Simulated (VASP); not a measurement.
Crystal: HfC.

```
Hf C
1.0
     0.00000    2.32500    2.32500
     2.32500    0.00000    2.32500
     2.32500    2.32500    0.00000
Hf C
1 1
Direct
  0.50000 0.50000 0.50000
  0.00000 0.00000 0.00000
```

- Program: VASP 6.6.1
- Task: relaxation of cell and atoms
- Functional: vdW-DF
- Potentials or basis: VASP PAW PBE potentials, release 64 (Hf_pv, C)
- Cutoff: 600 eV
- k mesh: 10 × 10 × 10
- Occupations: fermi-dirac, width 0.05 eV
- Spin: no spin polarisation

At the start: pressure 6.3 GPa; volume 12.57 Å³/atom.

Task: How do energy, volume and symmetry change on relaxing?

Result: Over 4 steps the energy falls by 6.6 meV/atom and the volume is 12.91 Å³/atom (+2.7 %); space group Fm-3m (No. 225, to 0.05 Å).

The path:
| step | energy change (eV) | largest force (eV/Å) | pressure (GPa) | volume (Å³) |
| --- | --- | --- | --- | --- |
| 1 | 0.0000 | 0.0000 | 6.35 | 25.14 |
| 2 | 0.0221 | 0.0000 | -9.40 | 26.99 |
| 3 | -0.0131 | 0.0000 | -0.15 | 25.83 |
| 4 | -0.0131 | 0.0000 | 0.00 | 25.81 |

Final structure:
```cif
data_structure
_symmetry_space_group_name_H-M 'P 1'
_symmetry_Int_Tables_number 1
_cell_length_a 3.3173
_cell_length_b 3.3173
_cell_length_c 3.3173
_cell_angle_alpha 60.000
_cell_angle_beta 60.000
_cell_angle_gamma 60.000
_cell_volume 25.81
loop_
_atom_site_label
_atom_site_type_symbol
_atom_site_fract_x
_atom_site_fract_y
_atom_site_fract_z
_atom_site_occupancy
Hf1 Hf 0.50000 0.50000 0.50000 1
C1 C 0.00000 0.00000 0.00000 1
```

Caveat: the PAW data sets were made with another functional, which shifts forces and pressure a little.
